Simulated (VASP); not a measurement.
# Pt (Fm-3m) in VASP: settings compared, part 3 of 3

VASP 6.6.1. Earlier steps stand in the parts before.

### 4 Relaxation of cell and atoms, PBE+D3(BJ)

The input, INCAR:

```
  PREC = Accurate
  ENCUT = 600
  EDIFF = 1E-6
  ISMEAR = 1
  SIGMA = 0.1
  LREAL = F
  LASPH = T
  NELM = 80
  ALGO = Normal
  ISIF = 3
  LWAVE = F
  LCHARG = F
  GGA = PE
  IVDW = 12
  IBRION = 2
  NSW = 90
  EDIFFG = -0.01
```

The input, KPOINTS:

```
Automatic mesh
0
Gamma
  16 16 16
```

The input, POSCAR:

```
Pt
1.0
    0.0000000000      1.9609000000      1.9609000000
    1.9609000000      0.0000000000      1.9609000000
    1.9609000000      1.9609000000      0.0000000000
Pt
1
Direct
    0.0000000000      0.0000000000      0.0000000000
```

Potentials or basis: VASP PAW PBE potentials, release 64 (Pt).

Launch:

```
> cat potpaw_PBE.64/Pt/POTCAR > POTCAR
> mpirun -np 1 vasp_std > vasp.out
```

OUTCAR:

```text
PREC = Accurate
   ENCUT = 600
   EDIFF = 1E-6
   ISMEAR = 1
   LREAL = F
   LASPH = T
   NELM = 80
   ISIF = 3
   GGA = PE
   IVDW = 12
   IBRION = 2
   NSW = 90
   EDIFFG = -0.01
 IVDW          = 12

 ion  position               nearest neighbor table
   1  0.000  0.000  0.000-

  LATTYP: Found a face centered cubic cell.
 ALAT       =     3.9218000000

  Lattice vectors:

 A1 = (   0.0000000000,   1.9609000000,   1.9609000000)
 A2 = (   1.9609000000,   0.0000000000,   1.9609000000)
 A3 = (   1.9609000000,   1.9609000000,   0.0000000000)

Analysis of symmetry for initial positions (statically):
=====================================================================
 Subroutine PRICEL returns:
 Original cell was already a primitive cell.

 Routine SETGRP: Setting up the symmetry group for a
 face centered cubic supercell.

 Subroutine GETGRP returns: Found 48 space group operations
 (whereof 48 operations were pure point group operations)
 out of a pool of 48 trial point group operations.

The static configuration has the point symmetry O_h .

Analysis of symmetry for dynamics (positions and initial velocities):
=====================================================================
 Subroutine PRICEL returns:
 Original cell was already a primitive cell.

 Routine SETGRP: Setting up the symmetry group for a
 face centered cubic supercell.

 Subroutine GETGRP returns: Found 48 space group operations
 (whereof 48 operations were pure point group operations)
 out of a pool of 48 trial point group operations.

The dynamic configuration has the point symmetry O_h .

 Subroutine INISYM returns: Found 48 space group operations
 (whereof 48 operations are pure point group operations),
 and found     1 'primitive' translations
[... 98 lines left out ...]
   NFREE  =      1    steps in history (QN), initial steepest desc. (CG)
   ISIF   =      3    stress and relaxation
   ISYM   =      2    0-nonsym 1-usesym 2-fastsym
   POTIM  = 0.5000    time-step for ionic-motion
   TEBEG  =    0.0;   TEEND  =   0.0 temperature during run
   PSTRESS=    0.0 pullay stress
   NELECT =      10.0000    total number of electrons
   NUPDOWN=      -1.0000    fix difference up-down
   EMIN   =  10.00;   EMAX   =-10.00  energy-range for DOS
   EFERMI =   0.00;   METHOD = LEGACY
   ISMEAR =     1;   SIGMA  =   0.10  broadening in eV -4-tet -1-fermi 0-gaus
   EFERMI_NEDOS =   21; number of points for ismear=-14 and -15
   IALGO  =     38    algorithm
   IMIX   =      4    mixing-type and parameters
     AMIX     =   0.40;   BMIX     =  1.00
     AMIX_MAG =   1.60;   BMIX_MAG =  1.00
  volume/ion in A,a.u.               =      15.08       101.76
  Fermi-wavevector in a.u.,A,eV,Ry     =   1.427609  2.697791 27.729605  2.038068
  Thomas-Fermi vector in A             =   2.547760
   LORBIT       =      0    0 simple, 1 ext, 2 COOP (PROOUT), +10 PAW based schemes
   GGA     = PE    functional components
   LHFCALC =     F    Hartree Fock is set to
   AEXX    =    0.0000 exact exchange contribution
   IVDW    =    12    specifies the selected vdW correction
   LEPSILON=     F    determine dielectric tensor
   LRPA    =     F    only Hartree local field effects (RPA)
 conjugate gradient relaxation of ions
 non-spin polarized calculation
 Methfessel and Paxton  Order N= 1 SIGMA  =   0.10
  energy-cutoff  :      600.00
  volume of cell :       15.08
 maximum number of plane-waves:       531
 NGX is ok and might be reduce to    24
   NGX = 11   NGY = 11   NGZ = 11

--------------------------------------- Ionic step        1  -------------------------------------------

 number of electron      10.0000000 magnetization

 Free energy of the ion-electron system (eV)
  ---------------------------------------------------
  ext. energy  EPLUGINS =         0.00000000
  ---------------------------------------------------
  free energy    TOTEN  =        -6.08075450 eV

  energy without entropy =       -6.07991160  energy(sigma->0) =       -6.08047354

------------------------ aborting loop because EDIFF is reached ----------------------------------------

 Edisp (eV)   -0.77932

 E8    (eV) :    -0.3574
[... 69 lines left out ...]
--------------------------------------- Ionic step        3  -------------------------------------------

 number of electron      10.0000000 magnetization

 Free energy of the ion-electron system (eV)
  ---------------------------------------------------
  ext. energy  EPLUGINS =         0.00000000
  ---------------------------------------------------
  free energy    TOTEN  =        -6.08315269 eV

  energy without entropy =       -6.08229723  energy(sigma->0) =       -6.08286754

 E-fermi :  11.1841     XC(G=0): -13.4752

 val. band max:       11.1752470805   @ k =  -0.2500   0.1250   0.0000
 cond. band min:      11.2081952351   @ k =  -0.4375   0.3125   0.0000
 fundamental gap:      0.0329481546
 Fermi energy:        11.1840997990

 k-point     1 :       0.0000    0.0000    0.0000
  band No.  band energies     occupation
      1       1.0267      2.00000
      2       7.4358      2.00000
      3       7.4358      2.00000
      4       7.4358      2.00000
      5       9.5812      2.00000
      6       9.5812      2.00000
      7      25.8600      0.00000
      8      30.8117      0.00000
      9      30.8117      0.00000
[... 265 lines left out ...]
 k-point    24 :      -0.0625    0.0625    0.0000
  band No.  band energies     occupation
      1       1.4399      2.00000
      2       7.2364      2.00000
      3       7.5847      2.00000
      4       7.6288      2.00000
      5       9.3895      2.00000
      6       9.6079      2.00000
      7      26.4878      0.00000
      8      29.2148      0.00000
      9      30.8788      0.00000

 [... further k-points ...]

------------------------ aborting loop because EDIFF is reached ----------------------------------------

 Edisp (eV)   -0.77703

 E8    (eV) :    -0.3563
[... 24 lines left out ...]
  FREE ENERGIE OF THE ION-ELECTRON SYSTEM (eV)
  ---------------------------------------------------
  free  energy   TOTEN  =        -6.8601838308 eV

  energy  without entropy=       -6.8593283649  energy(sigma->0) =       -6.85989868

 reached required accuracy - stopping structural energy minimisation
```

OSZICAR:

```text
N       E                     dE             d eps       ncg     rms          rms(c)
DAV:   1     0.421264066583E+02    0.42126E+02   -0.60174E+03  2642   0.117E+03
[... 18 lines left out ...]
   2 F= -.68592923E+01 E0= -.68589950E+01  d E =0.785838E-03
       N       E                     dE             d eps       ncg     rms          rms(c)
DAV:   1    -0.608891929065E+01    0.62126E-06   -0.13692E-01  2660   0.396E+00    0.528E-01
DAV:   2    -0.608346469349E+01    0.54546E-02   -0.15971E-02  2618   0.113E+00    0.206E-01
DAV:   3    -0.608312840130E+01    0.33629E-03   -0.17345E-03  2741   0.346E-01    0.110E-01
DAV:   4    -0.608315304832E+01   -0.24647E-04   -0.65614E-05  2876   0.653E-02    0.608E-03
DAV:   5    -0.608315269242E+01    0.35591E-06   -0.96305E-07  2594   0.101E-02
   3 F= -.68601838E+01 E0= -.68598987E+01  d E =-.105702E-03
```

Run time: 16 s. Hardware: 1 thread of Intel Xeon 6975P-C (Granite Rapids), shared host; peak memory 0.17 GiB.

Results:

| Item | Value |
| --- | --- |
| Free energy | -6.8602 eV |
| Relaxed volume | 15.12 Å³/atom |
| Relaxed cell | a = 2.776 Å, b = 2.776 Å, c = 2.776 Å, α = 60.00°, β = 60.00°, γ = 60.00° |
| Space group after relaxing (to 0.05 Å) | Fm-3m (No. 225) |
| Energy gained by relaxing | 0.1 meV/atom |
| Ionic steps | 3 |
| Pressure after relaxing | 0.0 GPa |
| Band gap on the k mesh | none (metal or under the smearing width) |
| Dispersion energy per atom | -0.777 eV |

The path:
| step | energy change (eV) | largest force (eV/Å) | pressure (GPa) | volume (Å³) |
| --- | --- | --- | --- | --- |
| 1 | 0.0000 | 0.0000 | 0.81 | 15.08 |
| 2 | 0.0008 | 0.0000 | -2.24 | 15.25 |
| 3 | -0.0001 | 0.0000 | 0.00 | 15.12 |

Final structure:
```
Pt
1.0
     0.00000    1.96275    1.96275
     1.96275    0.00000    1.96275
     1.96275    1.96275    0.00000
Pt
1
Direct
  0.00000 0.00000 0.00000
```

Levels at points of the mesh, in eV from the Fermi level:
```csv
k point,band 2,band 3,band 4,band 5,band 6,band 7,band 8,band 9
"(0.00, 0.00, 0.00)",-3.75,-3.75,-3.75,-1.60,-1.60,14.68,19.63,19.63
"(0.50, 0.00, 0.00)",-3.81,-3.81,-0.43,0.06,0.06,5.85,14.24,18.99
"(0.50, 0.50, 0.00)",-6.57,0.03,0.51,0.51,1.81,8.88,11.42,11.42
```

Caveat: pairwise dispersion overbinds metals, which lowers pressure and volume. The run has no spin-orbit coupling, so splittings on Pt are missing.
